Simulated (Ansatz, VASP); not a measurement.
**Two plane-wave programs on WC**

File INCAR:

```
SYSTEM = WC
  PREC = Accurate
  ENCUT = 600
  EDIFF = 1E-7
  ISMEAR = -1
  SIGMA = 0.05
  LREAL = .False.
  LASPH = .True.
  NELM = 60
  ALGO = Normal
  ISIF = 3
  LWAVE = .False.
  LCHARG = .False.
  GGA = RP
  IBRION = 2
  NSW = 60
  EDIFFG = -0.01
```

KPOINTS

```
Automatic mesh
0
Gamma
  10 10 6
  0 0 0
```

POSCAR

```
WC
1.0
    1.6403461100     -2.1180379000      0.0000000000
    1.6403461100      2.1180379000      0.0000000000
    0.0000000000      0.0000000000      4.3094211000
W C
1 1
Direct
    0.5000000000      0.5000000000      0.5000000000
    0.0000000000      0.0000000000      0.0000000000
```

File input.yaml:

```yaml
crystal:
  lattice:
    - [1.64034611, -2.1180379, 0.0]
    - [1.64034611, 2.1180379, 0.0]
    - [0.0, 0.0, 4.3094211]
  atoms:
    - { symbol: W, position: [0.5, 0.5, 0.5] }
    - { symbol: C, position: [0.0, 0.0, 0.0] }
hamiltonian:
  xc: rpbe
  pseudopotentials: { kind: paw }
kpoints:
  mp_grid: { grid: [10, 10, 6] }
scf:
  occupations: { method: fermi_dirac, width: 0.05 }
output:
  forces: true
  stress: true
  eigenvalues: true
relax:
  f_tol: 0.01
  max_steps: 40
  cell: { stress_tol: 0.05 }
```

The cell was built by a generator and needn't be a form met in nature.

Alike in both runs: task relaxation of cell and atoms; functional RPBE; k mesh 10 × 10 × 6; occupations fermi-dirac, width 0.05 eV; no spin polarisation.

```csv
,VASP,Ansatz
version,VASP 6.6.1,Ansatz 0.2.0
potentials or method,"VASP PAW PBE potentials, release 64 (W_sv, C)",Ansatz PAW
plane-wave cutoff (eV),600,420
valence electrons in the cell,18,18
```

Ansatz gave:

| Item | Value |
| --- | --- |
| gap on the k mesh at the Fermi level, each at its own relaxed structure (eV) | none |
| relaxed volume (Å³/atom) | 12.07 |
| relaxed cell length with the largest relative difference (Å) | 3.083 |
| energy change over the relaxation (meV/atom) | -1914 |

Task: Estimate VASP's values.

Result: gap on the k mesh at the Fermi level, each at its own relaxed structure (eV): none; relaxed volume (Å³/atom): 12.03; relaxed cell length with the largest relative difference (Å): 3.071; energy change over the relaxation (meV/atom): -1903.

A gap of «none» marks a metal or a gap that the smearing closes.

Caveats: the volume moved by over 15 % at a fixed basis, so the end points are rough; the PAW data sets were made with another functional, which shifts forces and pressure a little (VASP); the plane-wave basis is chosen anew once the cell has moved, so the energies of steps on either side of that aren't comparable (Ansatz); the PAW data sets come from PBE, with cores solved anew for the run's functional, which leaves a small shift of forces and pressure (Ansatz). The runs have no spin-orbit coupling, so splittings on W are missing.
